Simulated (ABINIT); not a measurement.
ZnS:

```xyz
2
Lattice="0.0000 2.7020 2.7020 2.7020 0.0000 2.7020 2.7020 2.7020 0.0000" Properties=species:S:1:pos:R:3 pbc="T T T"
Zn    4.0530    4.0530    4.0530
S     0.0000    0.0000    0.0000
```

Base run:

- Program: ABINIT 10.8.3 (patched build)
- Functional: r2SCAN
- Potentials or basis: JTH PAW PBE v2.0
- Cutoff: 707 eV
- k mesh: 9 × 9 × 9
- Occupations: fermi-dirac, width 0.05 eV
- Spin: no spin polarisation

Its results: band gap on the k mesh 2.64 eV, direct.

Task: The run is repeated on the same cell with these changes: functional from r2SCAN to TB-mBJ; potentials or basis from JTH PAW PBE v2.0 to JTH PAW LDA v2.0. What comes out?

Result: Band gap on the k mesh 3.60 eV, direct.

Caveats: the constant c of TB-mBJ comes from the pseudo density here, which moves gaps by up to 0.3 eV between sets of potentials (some runs).
